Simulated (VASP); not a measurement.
# WC (P-6m2) in VASP: single point with LDA

Aim: the single point of WC with LDA.

Program: VASP 6.6.1. These are calculated values, not measurements. Logs are shortened: lines on timing, memory, paths and dates and some standing lists are left out, and cuts for length are marked.

## (1) The structure

Symmetry: P-6m2, No. 187, hexagonal system. The conventional cell has a = 2.890 Å, b = 2.890 Å, c = 2.818 Å, α = 90.00°, β = 90.00°, γ = 120.00°. W (site symmetry -6m2) has 6 C at 2.18 Å as nearest neighbours. C (site symmetry -6m2) is surrounded by 6 W at 2.18 Å.

## (2) Single point, LDA

File INCAR:

```
PREC     = Accurate       # precision mode
ENCUT    = 520            # plane-wave cutoff, eV
EDIFF    = 1E-6           # SCF threshold, eV
ISMEAR   = 1              # smearing method
SIGMA    = 0.1            # smearing width, eV
LREAL    = False          # projectors in reciprocal space
LASPH    = True           # aspherical terms in the spheres
NELM     = 80             # most SCF steps
ALGO     = Normal         # electronic algorithm
ISIF     = 2              # what is computed and relaxed
LWAVE    = False          # write WAVECAR
LCHARG   = False          # write CHGCAR
GGA      = CA             # functional
NBANDS   = 16             # bands
ICORELEVEL= 1
```

File KPOINTS:

```
regular mesh
0
Gamma
  15 15 19
```

File POSCAR:

```
WC
1.0
    2.8895377300      0.0000000000      0.0000000000
   -1.4447691400      2.5024132300      0.0000000000
    0.0000000000      0.0000000000      2.8178630000
W C
1 1
Direct
    0.0000000000      0.0000000000      0.0000000000
    0.6666670000      0.3333340000      0.5000000000
```

Potentials or basis: VASP PAW LDA potentials, release 64 (W_sv, C).

Started as:

```console
$ cat potpaw_LDA.64/W_sv/POTCAR potpaw_LDA.64/C/POTCAR > POTCAR
$ mpirun -np 1 vasp_std > vasp.out
```

OUTCAR:

```text
PREC = Accurate
   ENCUT = 520
   EDIFF = 1E-6
   ISMEAR = 1
   LREAL = False
   LASPH = True
   NELM = 80
   ISIF = 2
   GGA = CA

 ion  position               nearest neighbor table
   1  0.000  0.000  0.000-   2 2.18   2 2.18   2 2.18   2 2.18   2 2.18   2 2.18
   2  0.667  0.333  0.500-   1 2.18   1 2.18   1 2.18   1 2.18   1 2.18   1 2.18

  LATTYP: Found a hexagonal cell.
 ALAT       =     2.8895377300
 C/A-ratio  =     0.9751950877

  Lattice vectors:

 A1 = (   2.8895377300,   0.0000000000,   0.0000000000)
 A2 = (  -1.4447691400,   2.5024132300,   0.0000000000)
 A3 = (   0.0000000000,   0.0000000000,   2.8178630000)

Analysis of symmetry for initial positions (statically):
=====================================================================
 Subroutine PRICEL returns:
 Original cell was already a primitive cell.

 Routine SETGRP: Setting up the symmetry group for a
 hexagonal supercell.

 Subroutine GETGRP returns: Found 12 space group operations
 (whereof 12 operations were pure point group operations)
 out of a pool of 24 trial point group operations.

The static configuration has the point symmetry D_3h.

Analysis of symmetry for dynamics (positions and initial velocities):
=====================================================================
 Subroutine PRICEL returns:
 Original cell was already a primitive cell.

 Routine SETGRP: Setting up the symmetry group for a
 hexagonal supercell.

 Subroutine GETGRP returns: Found 12 space group operations
 (whereof 12 operations were pure point group operations)
 out of a pool of 24 trial point group operations.

The dynamic configuration has the point symmetry D_3h.

 Subroutine INISYM returns: Found 12 space group operations
 (whereof 12 operations are pure point group operations),
 and found     1 'primitive' translations

----------------------------------------------------------------------------------------

                                     Primitive cell

  volume of cell :      20.3755

  direct lattice vectors                    reciprocal lattice vectors
     2.889537730  0.000000000  0.000000000     0.346076118  0.199807166  0.000000000
    -1.444769140  2.502413230  0.000000000     0.000000000  0.399614256  0.000000000
     0.000000000  0.000000000  2.817863000     0.000000000  0.000000000  0.354878857

  length of vectors
     2.889537730  2.889537998  2.817863000     0.399614293  0.399614256  0.354878857

[... 83 lines left out ...]
   NSW    =      0    number of steps for IOM
   IBRION =     -1    ionic relax: 0-MD 1-quasi-New 2-CG
   NFREE  =      0    steps in history (QN), initial steepest desc. (CG)
   ISIF   =      2    stress and relaxation
   ISYM   =      2    0-nonsym 1-usesym 2-fastsym
   POTIM  = 0.5000    time-step for ionic-motion
   TEBEG  =    0.0;   TEEND  =   0.0 temperature during run
   PSTRESS=    0.0 pullay stress
   NELECT =      18.0000    total number of electrons
   NUPDOWN=      -1.0000    fix difference up-down
   EMIN   =  10.00;   EMAX   =-10.00  energy-range for DOS
   EFERMI =   0.00;   METHOD = LEGACY
   ISMEAR =     1;   SIGMA  =   0.10  broadening in eV -4-tet -1-fermi 0-gaus
   EFERMI_NEDOS =   21; number of points for ismear=-14 and -15
   IALGO  =     38    algorithm
   IMIX   =      4    mixing-type and parameters
     AMIX     =   0.40;   BMIX     =  1.00
     AMIX_MAG =   1.60;   BMIX_MAG =  1.00
  volume/ion in A,a.u.               =      10.19        68.75
  Fermi-wavevector in a.u.,A,eV,Ry     =   1.570833  2.968443 33.572581  2.467515
  Thomas-Fermi vector in A             =   2.672507
   LORBIT       =      0    0 simple, 1 ext, 2 COOP (PROOUT), +10 PAW based schemes
   GGA     = CA    functional components
   LHFCALC =     F    Hartree Fock is set to
   AEXX    =    0.0000 exact exchange contribution
   IVDW    =     0    specifies the selected vdW correction
   LEPSILON=     F    determine dielectric tensor
   LRPA    =     F    only Hartree local field effects (RPA)
 non-spin polarized calculation
 Methfessel and Paxton  Order N= 1 SIGMA  =   0.10
  energy-cutoff  :      520.00
  volume of cell :       20.38
 maximum number of plane-waves:       569
 NGX is ok and might be reduce to    24
   NGX = 11   NGY = 11   NGZ = 11

 number of electron      18.0000001 magnetization

 Free energy of the ion-electron system (eV)
  ---------------------------------------------------
  ext. energy  EPLUGINS =         0.00000000
  ---------------------------------------------------
  free energy    TOTEN  =       -24.70028330 eV

  energy without entropy =      -24.70006833  energy(sigma->0) =      -24.70021164

 the core state eigenenergies are
   1-  1s -68974.3805  2s -11903.9294  2p -10424.3741  3s  -2729.8044  3p  -2290.7050
       3d  -1783.8262  4s   -549.0419  4p   -404.6554  4d   -221.1636  4f    -17.0160

   2-  1s   -250.9221

 E-fermi :  11.2207     XC(G=0): -14.0787

 val. band max:       11.2172420194   @ k =   0.4667   0.0000   0.3684
 cond. band min:      11.2419701938   @ k =   0.0000   0.0000   0.3158
 fundamental gap:      0.0247281743
 Fermi energy:        11.2206629431

 k-point     1 :       0.0000    0.0000    0.0000
  band No.  band energies     occupation
      1     -62.2484      2.00000
      2     -26.4906      2.00000
      3     -26.3809      2.00000
      4     -26.3809      2.00000
      5      -3.1640      2.00000
      6       6.8260      2.00000
[... 277 lines left out ...]
 k-point    16 :       0.1333    0.1333    0.0000
  band No.  band energies     occupation

------------------------ aborting loop because EDIFF is reached ----------------------------------------

  FORCE on cell =-STRESS in cart. coord.  units (eV):
  Direction    XX          YY          ZZ          XY          YZ          ZX
  --------------------------------------------------------------------------------------
  -------------------------------------------------------------------------------------
  Total        0.0156041      0.0156041      0.0127618     -0.0000000     -0.0000000      0.0000000
  in kB        1.2269889      1.2269891      1.0034914     -0.0000001     -0.0000000      0.0000000
  external PRESSURE =       1.1524898 kB  Pullay stress =       0.0000000 kB

 VOLUME and BASIS-vectors are now :
 -----------------------------------------------------------------------------
  energy-cutoff  :      520.00
  volume of cell :       20.38
      direct lattice vectors                 reciprocal lattice vectors
     2.889537730  0.000000000  0.000000000     0.346076118  0.199807166  0.000000000
    -1.444769140  2.502413230  0.000000000     0.000000000  0.399614256  0.000000000
     0.000000000  0.000000000  2.817863000     0.000000000  0.000000000  0.354878857

 POSITION                                       TOTAL-FORCE (eV/Angst)
 -----------------------------------------------------------------------------------
      0.00000      0.00000      0.00000         0.000000      0.000000      0.000000
      1.44477      0.83414      1.40893        -0.000000      0.000000      0.000000
 -----------------------------------------------------------------------------------
    total drift:                                0.000001     -0.000370      0.000000

  FREE ENERGIE OF THE ION-ELECTRON SYSTEM (eV)
  ---------------------------------------------------
  free  energy   TOTEN  =       -24.7002833002 eV

  energy  without entropy=      -24.7000683266  energy(sigma->0) =      -24.70021164
```

stdout:

```text
POSCAR found type information on POSCAR W C
 POSCAR found :  2 types and       2 ions
 scaLAPACK will be used
 LDA part: xc-table for (Slater(with rela. corr.)+CA(PZ))
 , standard interpolation
 POSCAR, INCAR and KPOINTS ok, starting setup
 FFT: planning ... GRIDC
 FFT: planning ... GRID_SOFT
 FFT: planning ... GRID
 WAVECAR not read
 entering main loop
```

It took 22 s on 1 thread of Intel Xeon 6975P-C (Granite Rapids), shared host; peak memory 0.2 GiB.

Results:

| Quantity | Value |
| --- | --- |
| Free energy | -24.7003 eV |
| Pressure | 0.1 GPa |
| Band gap on the k mesh | none (metal or under the smearing width) |

Levels at points of the mesh, in eV from the Fermi level:
```
           k point  band 5  band 6  band 7  band 8  band 9  band 10  band 11  band 12  band 13  band 14
(0.00, 0.00, 0.00)  -14.38   -4.39   -3.39   -3.39    0.16     3.30     3.30     5.74     5.74     6.66
```

Core levels (eV, on the scale of the bands):
| atom | levels |
| --- | --- |
| 1 W | 1s -68974.4, 2s -11903.9, 2p -10424.4, 3s -2729.8, 3p -2290.7, 3d -1783.8, 4s -549.0, 4p -404.7, 4d -221.2, 4f -17.0 |
| 2 C | 1s -250.9 |

Spin-orbit coupling is left out, which matters for the levels of W.
